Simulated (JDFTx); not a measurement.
# Au (Fm-3m) in JDFTx: reference runs

How does Au come out in PBEsol? The cell is run as given and disturbed, then over a range of volumes.

Everything below comes from runs of JDFTx 1.7.0 (patched build). Logs are shortened: lines on timing, memory, paths and dates and some standing lists are left out, and cuts for length are marked. The log counts tension as positive stress, the text compression.

**What was measured.**

“Exploring toroidal anvil profiles for larger sample volumes above 4 Mbar”, 2024, pmc:11102561 quotes, for a bulk crystal of Au: bulk modulus 167 GPa.

How close the calculation comes is told below.

## (1) The crystal as given

It takes space group Fm-3m (No. 225, cubic). Conventional cell: a = 4.070 Å, b = 4.070 Å, c = 4.070 Å, α = 90.00°, β = 90.00°, γ = 90.00°. Au (site symmetry m-3m) is surrounded by 12 Au at 2.88 Å.

## (2) Single point, PBEsol

Input file Au.in:

```
lattice \
    0.0000000000     3.8455926636     3.8455926636 \
    3.8455926636     0.0000000000     3.8455926636 \
    3.8455926636     3.8455926636     0.0000000000
coords-type Lattice
ion Au     0.0000000000     0.0000000000     0.0000000000 1

ion-species pseudo/Au.upf
elec-cutoff 38
elec-ex-corr gga-PBEsol
kpoint-folding 11 11 11
elec-smearing Fermi 0.0018374661
elec-n-bands 15
electronic-SCF nIterations 100 energyDiffThreshold 1e-09
electronic-minimize nIterations 30 energyDiffThreshold 1e-7
converge-empty-states yes
forces-output-coords Cartesian

dump-name run.$VAR
dump End Ecomponents EigStats BandEigs Kpoints Forces Stress
```

Potentials or basis: PseudoDojo-SR-PBEsol-0.4.1-standard with smoothed tails.

On the command line:

```
> jdftx -c 1 -i Au.in -o Au.out
```

Standard output:

```text
*************** JDFTx 1.7.0 (patched build) ***************

Input parsed successfully to the following command list (including defaults):
[... the input with its defaults ...]

---------- Setting up symmetries ----------

Found 48 point-group symmetries of the bravais lattice
Found 48 space-group symmetries with basis
Applied RMS atom displacement 0 bohrs to make symmetries exact.

---------- Initializing the Grid ----------
R =
[            0      3.84559      3.84559  ]
[      3.84559            0      3.84559  ]
[      3.84559      3.84559            0  ]
unit cell volume = 113.742
G =
[  -0.816933   0.816933   0.816933  ]
[   0.816933  -0.816933   0.816933  ]
[   0.816933   0.816933  -0.816933  ]
Minimum fftbox size, Smin = [  32  32  32  ]
Chosen fftbox size, S = [  32  32  32  ]

---------- Exchange Correlation functional ----------
Initalized PBEsol GGA exchange.
Initalized PBEsol GGA correlation.

---------- Setting up pseudopotentials ----------
Width of ionic core gaussian charges (only for fluid interactions / plotting) set to 0

Reading pseudopotential file 'pseudo/Au.upf':
  'Au' pseudopotential, 'PBESOL' functional
  Generated using ONCVPSP code by D. R. Hamann
  19 valence electrons, 4 orbitals, 7 projectors, 1001 radial grid points, with lMax = 3
    5S    l: 0   occupation:  2.0   eigenvalue: -3.985004
    5P    l: 1   occupation:  6.0   eigenvalue: -2.197789
    5D    l: 2   occupation: 10.0   eigenvalue: -0.253637
    6S    l: 0   occupation:  1.0   eigenvalue: -0.213166
  Core radius for overlap checks: 1.57 bohrs.

Initialized 1 species with 1 total atoms.

Folded 1 k-points by 11x11x11 to 1331 k-points.

---------- Setting up k-points, bands, fillings ----------
Reduced to 56 k-points under symmetry.
Computing the number of bands and number of electrons
Calculating initial fillings.
nElectrons:  19.000000   nBands: 15   nStates: 56

----- Setting up reduced wavefunction bases (one per k-point) -----
average nbasis = 1272.872 , ideal nbasis = 1272.592

---------- Setting up ewald sum ----------
Optimum gaussian width for ewald sums = 1.960494 bohr.
Real space sum over 2197 unit cells with max indices [  6  6  6  ]
Reciprocal space sum over 2197 terms with max indices [  6  6  6  ]

---------- Allocating electronic variables ----------
Initializing wave functions:  linear combination of atomic orbitals
Note: number of bands (15) exceeds available atomic orbitals (10)
Au pseudo-atom occupations:   s ( 2 1 )  p ( 6 )  d ( 10 )
	FillingsUpdate:  mu: +0.753152249  nElectrons: 19.000000
LCAOMinimize: Iter:   0  F: -137.9379902668165414  |grad|_K:  1.830e-03  alpha:  1.000e+00
	FillingsUpdate:  mu: +0.771980267  nElectrons: 19.000000
LCAOMinimize: Iter:   1  F: -137.9485434382068263  |grad|_K:  4.782e-05  alpha:  5.327e-01  linmin:  4.056e-01  cgtest: -9.554e-01
	FillingsUpdate:  mu: +0.771990984  nElectrons: 19.000000
[... 7 lines of inner loops ...]
	FillingsUpdate:  mu: +0.771582187  nElectrons: 19.000000
LCAOMinimize: Iter:   5  F: -137.9485518223170288  |grad|_K:  8.431e-09  alpha:  1.461e-01  linmin: -3.509e-01  cgtest:  9.983e-01
LCAOMinimize: Encountered beta<0, resetting CG.
LCAOMinimize: Converged (|Delta F|<1.000000e-06 for 2 iters).

-------- Electronic minimization -----------
Will mix electronic density at each iteration.
	FillingsUpdate:  mu: +0.771582187  nElectrons: 19.000000
	FillingsUpdate:  mu: +0.762555005  nElectrons: 19.000000
SCF: Cycle:  0   F: -137.961947127357547   dF: -1.340e-02   |Residual|: 2.481e-02   |deigs|: 3.576e-01
	FillingsUpdate:  mu: +0.764522546  nElectrons: 19.000000
SCF: Cycle:  1   F: -137.962377595761694   dF: -4.305e-04   |Residual|: 7.442e-03   |deigs|: 7.250e-03
	FillingsUpdate:  mu: +0.764659955  nElectrons: 19.000000
SCF: Cycle:  2   F: -137.962385372775486   dF: -7.777e-06   |Residual|: 2.542e-03   |deigs|: 7.541e-04
	FillingsUpdate:  mu: +0.764451045  nElectrons: 19.000000
SCF: Cycle:  3   F: -137.962386594334248   dF: -1.222e-06   |Residual|: 5.489e-04   |deigs|: 3.986e-04
	FillingsUpdate:  mu: +0.764515784  nElectrons: 19.000000
SCF: Cycle:  4   F: -137.962386725339627   dF: -1.310e-07   |Residual|: 3.275e-04   |deigs|: 1.952e-04
	FillingsUpdate:  mu: +0.764481033  nElectrons: 19.000000
SCF: Cycle:  5   F: -137.962386818983020   dF: -9.364e-08   |Residual|: 5.888e-05   |deigs|: 1.472e-04
	FillingsUpdate:  mu: +0.764487881  nElectrons: 19.000000
SCF: Cycle:  6   F: -137.962386827548073   dF: -8.565e-09   |Residual|: 1.608e-05   |deigs|: 7.399e-05
	FillingsUpdate:  mu: +0.764488110  nElectrons: 19.000000
SCF: Cycle:  7   F: -137.962386829201790   dF: -1.654e-09   |Residual|: 1.555e-05   |deigs|: 3.970e-05
	FillingsUpdate:  mu: +0.764488046  nElectrons: 19.000000
SCF: Cycle:  8   F: -137.962386829974491   dF: -7.727e-10   |Residual|: 1.764e-05   |deigs|: 1.554e-04
	FillingsUpdate:  mu: +0.764488331  nElectrons: 19.000000
SCF: Cycle:  9   F: -137.962386829947349   dF: +2.714e-11   |Residual|: 6.631e-05   |deigs|: 5.923e-05
	FillingsUpdate:  mu: +0.764488323  nElectrons: 19.000000
SCF: Cycle: 10   F: -137.962386830037076   dF: -8.973e-11   |Residual|: 1.323e-05   |deigs|: 4.294e-05
	FillingsUpdate:  mu: +0.764488248  nElectrons: 19.000000
SCF: Cycle: 11   F: -137.962386830050718   dF: -1.364e-11   |Residual|: 1.091e-05   |deigs|: 1.313e-05
SCF: Converged (|Delta E|<1.000000e-09 for 2 iters).

Setting wave functions to eigenvectors of Hamiltonian
Converging empty states (this may take a while): |deigs|: 1.516e-04

# Stress tensor in Cartesian coordinates [Eh/a0^3]:
[ -4.19404e-05            0            0  ]
[            0 -4.19404e-05            0  ]
[            0            0 -4.19404e-05  ]

# Ionic positions in lattice coordinates:
ion Au   0.000000000000000   0.000000000000000   0.000000000000000 1

# Forces in Cartesian coordinates:
force Au   0.000000000000000  -0.000000000000000  -0.000000000000000 1

# Energy components:
   Eewald =     -107.5994881375225134
       EH =       25.7894299223618049
     Eloc =      -85.3998173084071652
      Enl =        2.3971118196094960
      Exc =      -25.1358408025468130
 Exc_core =        9.4601950496767895
       KE =       42.5260781895072810
-------------------------------------
     Etot =     -137.9623312673211046
       TS =        0.0000555627296189
-------------------------------------
        F =     -137.9623868300507183

IonicMinimize: Iter:   0  F: -137.962386830050718  |grad|_K:  0.000e+00
IonicMinimize: Converged (|grad|_K<1.000000e-04).

#--- Lowdin population analysis ---
# oxidation-state Au +0.162

Dumping 'run.eigStats' ...
	eMin: -3.119329 at state 0 ( [ +0.000000 +0.000000 +0.000000 ] spin 0 )
	HOMO: +0.759440 at state 26 ( [ +0.000000 +0.272727 +0.454545 ] spin 0 )
	mu  : +0.764487
	LUMO: +0.767955 at state 11 ( [ +0.000000 +0.090909 -0.454545 ] spin 0 )
	eMax: +1.702124 at state 6 ( [ +0.000000 +0.090909 +0.090909 ] spin 0 )
	HOMO-LUMO gap: +0.008515
	Optical gap  : +0.072061 at state 34 ( [ +0.000000 +0.454545 +0.454545 ] spin 0 )
Done!
[note: the HOMO, LUMO and gaps printed at the end count levels as full or empty at half filling, so they show a gap where a level is partly filled]
```

It took 28 s on 1 thread of Arm Neoverse V2, shared host; peak memory 0.08 GiB.

What came out:

```
Free energy            : -3754.1478 eV
Pressure               : 1.2 GPa
Band gap on the k mesh : none (metal or under the smearing width)
```

Levels at points of the mesh, in eV from the Fermi level:
```tsv
k point	band 7	band 8	band 9	band 10	band 11	band 12	band 13	band 14
(0.00, 0.00, 0.00)	-4.73	-4.73	-3.17	-3.17	14.42	18.47	18.47	18.47
```

The run has no spin-orbit coupling, so splittings on Au are missing.

## (3) Single point, PBEsol (cell strained at random at fixed volume)

Input file Au.in:

```
lattice \
    0.1124727195     3.8982083081     3.9195414263 \
    3.8414050305     0.0569676838     3.9182431845 \
    3.8246204831     3.8801274085     0.0356345655
coords-type Lattice
ion Au    -0.0018960000    -0.0041750000     0.0185300000 1

ion-species pseudo/Au.upf
elec-cutoff 38
elec-ex-corr gga-PBEsol
kpoint-folding 11 11 11
elec-smearing Fermi 0.0018374661
elec-n-bands 15
electronic-SCF nIterations 100 energyDiffThreshold 1e-09
electronic-minimize nIterations 30 energyDiffThreshold 1e-7
converge-empty-states yes
forces-output-coords Cartesian

dump-name run.$VAR
dump End Ecomponents EigStats BandEigs Kpoints Forces Stress ElecDensity Dtot KEdensity
```

Potentials or basis: PseudoDojo-SR-PBEsol-0.4.1-standard with smoothed tails.

On the command line:

```
> jdftx -c 1 -i Au.in -o Au.out
```

Standard output:

```text
*************** JDFTx 1.7.0 (patched build) ***************

Input parsed successfully to the following command list (including defaults):

basis kpoint-dependent
converge-empty-states yes
coords-type Lattice
core-overlap-check vector
coulomb-interaction Periodic
davidson-band-ratio 1.1
dump End Forces ElecDensity KEdensity Dtot BandEigs EigStats Ecomponents Stress Kpoints
dump-name run.$VAR
elec-cutoff 38
elec-eigen-algo Davidson
elec-ex-corr gga-PBEsol
elec-n-bands 15 1
elec-smearing Fermi 0.00183747
electronic-minimize  \
	dirUpdateScheme      FletcherReeves \
	linminMethod         DirUpdateRecommended \
	nIterations          30 \
	history              15 \
	knormThreshold       0 \
	maxThreshold         no \
	energyDiffThreshold  1e-07 \
	nEnergyDiff          2 \
	convergeAll          no \
	alphaTstart          1 \
	alphaTmin            1e-10 \
[... 219 lines left out ...]
	FillingsUpdate:  mu: +0.764051677  nElectrons: 19.000000
SCF: Cycle:  8   F: -137.962178707180385   dF: -7.154e-10   |Residual|: 1.115e-05   |deigs|: 2.083e-04
	FillingsUpdate:  mu: +0.764051923  nElectrons: 19.000000
SCF: Cycle:  9   F: -137.962178707242515   dF: -6.213e-11   |Residual|: 1.176e-05   |deigs|: 1.052e-04
SCF: Converged (|Delta E|<1.000000e-09 for 2 iters).

Setting wave functions to eigenvectors of Hamiltonian
Converging empty states (this may take a while): |deigs|: 3.018e-04

# Stress tensor in Cartesian coordinates [Eh/a0^3]:
[ -5.32645e-05  6.69963e-05  4.88746e-05  ]
[  6.69963e-05 -4.80316e-05 -7.74114e-06  ]
[  4.88746e-05 -7.74114e-06 -4.65775e-05  ]

# Ionic positions in lattice coordinates:
ion Au  -0.001896000000000  -0.004175000000000   0.018530000000000 1

# Forces in Cartesian coordinates:
force Au   0.000000000000000   0.000000000000000   0.000000000000000 1

# Energy components:
   Eewald =     -107.5797951925754745
       EH =       25.8061056321418754
     Eloc =      -85.4361604421035139
      Enl =        2.3973117901911647
      Exc =      -25.1360437832966497
 Exc_core =        9.4601949435181822
       KE =       42.5262805623854376
-------------------------------------
     Etot =     -137.9621064897389715
       TS =        0.0000722175035475
-------------------------------------
        F =     -137.9621787072425150

IonicMinimize: Iter:   0  F: -137.962178707242515  |grad|_K:  0.000e+00
IonicMinimize: Converged (|grad|_K<1.000000e-04).

#--- Lowdin population analysis ---
# oxidation-state Au +0.165

Dumping 'run.eigStats' ...
	eMin: -3.119493 at state 0 ( [ +0.000000 +0.000000 +0.000000 ] spin 0 )
	HOMO: +0.763720 at state 548 ( [ +0.454545 +0.000000 +0.272727 ] spin 0 )
	mu  : +0.764051
	LUMO: +0.764145 at state 578 ( [ +0.454545 +0.272727 +0.000000 ] spin 0 )
	eMax: +1.701593 at state 607 ( [ +0.454545 +0.454545 -0.363636 ] spin 0 )
	HOMO-LUMO gap: +0.000425
	Optical gap  : +0.063567 at state 278 ( [ +0.181818 -0.272727 -0.272727 ] spin 0 )
Done!
```

It took 4.8 min on 1 thread of Arm Neoverse V2, shared host; peak memory 0.57 GiB.

Results:

```
Free energy            : -3754.1421 eV
Pressure               : 1.5 GPa
Band gap on the k mesh : none (metal or under the smearing width)
```

Stress tensor (GPa, compression positive):
```
 1.57 -1.97 -1.44
-1.97  1.41  0.23
-1.44  0.23  1.37
```

Levels at points of the mesh, in eV from the Fermi level:
| k point | band 8 | band 9 | band 10 | band 11 | band 12 | band 13 |
| --- | --- | --- | --- | --- | --- | --- |
| (0.00, 0.00, 0.00) | -4.51 | -3.17 | -3.12 | 14.39 | 17.85 | 18.44 |

Spin-orbit coupling is left out, which matters for the levels of Au.

## (4) Equation of state, PBEsol, 15.84 Å³/atom (volume scaled by 0.94)

Input file Au.in:

```
lattice \
    0.0000000000     3.7670891530     3.7670891530 \
    3.7670891530     0.0000000000     3.7670891530 \
    3.7670891530     3.7670891530     0.0000000000
coords-type Lattice
ion Au     0.0000000000     0.0000000000     0.0000000000 1

ion-species pseudo/Au.upf
elec-cutoff 38
elec-ex-corr gga-PBEsol
kpoint-folding 11 11 11
elec-smearing Fermi 0.0018374661
elec-n-bands 15
electronic-SCF nIterations 100 energyDiffThreshold 1e-09
electronic-minimize nIterations 30 energyDiffThreshold 1e-7
forces-output-coords Cartesian

dump-name run.$VAR
dump End Ecomponents EigStats BandEigs Kpoints Forces Stress
```

On the command line:

```
> jdftx -c 1 -i Au.in -o Au.out
```

It took 22 s on 1 thread of Arm Neoverse V2, shared host; peak memory 0.08 GiB.

It converged, with:

| Quantity | Value |
| --- | --- |
| Free energy | -3754.1000 eV |
| Pressure | 14.7 GPa |
| Band gap on the k mesh | none (metal or under the smearing width) |

## (5) Equation of state, PBEsol, 16.18 Å³/atom (volume scaled by 0.96)

Input file Au.in:

```
lattice \
    0.0000000000     3.7936188240     3.7936188240 \
    3.7936188240     0.0000000000     3.7936188240 \
    3.7936188240     3.7936188240     0.0000000000
coords-type Lattice
ion Au     0.0000000000     0.0000000000     0.0000000000 1

ion-species pseudo/Au.upf
elec-cutoff 38
elec-ex-corr gga-PBEsol
kpoint-folding 11 11 11
elec-smearing Fermi 0.0018374661
elec-n-bands 15
electronic-SCF nIterations 100 energyDiffThreshold 1e-09
electronic-minimize nIterations 30 energyDiffThreshold 1e-7
forces-output-coords Cartesian

dump-name run.$VAR
dump End Ecomponents EigStats BandEigs Kpoints Forces Stress ElecDensity Dtot KEdensity
```

On the command line:

```
> jdftx -c 1 -i Au.in -o Au.out
```

It took 23 s on 1 thread of Arm Neoverse V2, shared host; peak memory 0.08 GiB.

It converged, with:

| Quantity | Value |
| --- | --- |
| Free energy | -3754.1256 eV |
| Pressure | 9.7 GPa |
| Band gap on the k mesh | none (metal or under the smearing width) |

## (6) Equation of state, PBEsol, 16.52 Å³/atom (volume scaled by 0.98)

Edit Au.in of step 5 so:

```diff
@@ -1,5 +1,5 @@
 lattice \
-    0.0000000000     3.7936188240     3.7936188240 \
-    3.7936188240     0.0000000000     3.7936188240 \
-    3.7936188240     3.7936188240     0.0000000000
+    0.0000000000     3.8197825393     3.8197825393 \
+    3.8197825393     0.0000000000     3.8197825393 \
+    3.8197825393     3.8197825393     0.0000000000
 coords-type Lattice
```

Potentials or basis: PseudoDojo-SR-PBEsol-0.4.1-standard with smoothed tails.

On the command line:

```
> jdftx -c 1 -i Au.in -o Au.out
```

It took 23 s on 1 thread of Arm Neoverse V2, shared host; peak memory 0.08 GiB.

The run converged. Its results:

* Free energy: -3754.1411 eV
* Pressure: 5.2 GPa
* Band gap on the k mesh: none (metal or under the smearing width)

(Continued in part 2 of 2.)
